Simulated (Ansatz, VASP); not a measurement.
**ZnO (zincite): VASP beside Ansatz**

INCAR

```
SYSTEM = ZnO
ALGO = Fast
DIPOL = 0.5 0.5 0.500
EDIFF = 1E-7
ENCUT = 520
GGA = PS
IDIPOL = 3
ISIF = 2
ISMEAR = 0
LASPH = .True.
LCHARG = .True.
LDIPOL = .True.
LELF = .True.
LREAL = .False.
LVACPOTAV = .True.
LVHAR = .True.
LWAVE = .False.
NBANDS = 46
NELM = 100
PREC = Accurate
SIGMA = 0.05
```

The input KPOINTS:

```
k-points
0
Gamma
  8 5 1
  0 0 0
```

Contents of POSCAR:

```
ZnO
1.0
    3.2300572021      0.0000000000      0.0000000000
    0.0000000000      5.2141142731      0.0000000000
    0.0000000000      0.0000000000     18.7297487903
Zn O
4 4
Direct
    0.0000000000      0.4999673600      0.4004324929
    0.5000000000      0.9999673600      0.4502162465
    0.5000000000      0.4999673600      0.5497837535
    0.0000000000      0.9999673600      0.5995675071
    0.0000000000      0.1210226400      0.4004324929
    0.5000000000      0.6210226400      0.4502162465
    0.5000000000      0.1210226400      0.5497837535
    0.0000000000      0.6210226400      0.5995675071
```

Input for Ansatz:

```yaml
crystal:
  lattice:
    - [3.2300572021, 0.0, 0.0]
    - [0.0, 5.2141142731, 0.0]
    - [0.0, 0.0, 18.7297487903]
  atoms:
    - { symbol: Zn, position: [0.0, 0.49996736, 0.4004324929] }
    - { symbol: O, position: [0.0, 0.12102264, 0.4004324929] }
    - { symbol: Zn, position: [0.5, 0.99996736, 0.4502162465] }
    - { symbol: O, position: [0.5, 0.62102264, 0.4502162465] }
    - { symbol: Zn, position: [0.5, 0.49996736, 0.5497837535] }
    - { symbol: O, position: [0.5, 0.12102264, 0.5497837535] }
    - { symbol: Zn, position: [0.0, 0.99996736, 0.5995675071] }
    - { symbol: O, position: [0.0, 0.62102264, 0.5995675071] }
basis:
  ecutwfc: 420
kpoints:
  mp_grid: { grid: [8, 5, 1] }
hamiltonian:
  xc: pbesol
scf:
  occupations: { method: gaussian, width: 0.05 }
output:
  forces: true
  stress: true
  eigenvalues: true
  write_density: true
  write_potential: true
  elf: true
  volumetric_format: npy
efield:
  axis: 3
  dipole_correction: true
```

Alike in both runs: task single point; functional PBEsol; k mesh 8 × 5 × 1; occupations gaussian, width 0.05 eV; no spin polarisation.

|  | VASP | Ansatz |
| --- | --- | --- |
| version | VASP 6.6.1 | Ansatz 0.2.0 |
| potentials or method | VASP PAW PBE potentials, release 64 (Zn, O) | scalar-relativistic, plane waves, PAW |
| plane-wave cutoff (eV) | 520 | 420 |
| valence electrons in the cell | 72 | 72 |

VASP gave:

| Item | Value |
| --- | --- |
| gap on the k mesh at the Fermi level (eV) | 0.57 |
| least direct gap on the mesh (eV) | 0.57 |
| rms of the force components (eV/Å) | 0.730 |

Question: Which values does Ansatz return?

Answer: gap on the k mesh at the Fermi level (eV): 0.59; least direct gap on the mesh (eV): 0.59; rms of the force components (eV/Å): 0.743.

The functional is the same, so the differences come from potentials, cutoffs and numerics. Ansatz warned: «xc_potential_rough_in_thin_density».

Caveats: the PAW data sets were made with another functional, which shifts forces and pressure a little (VASP).
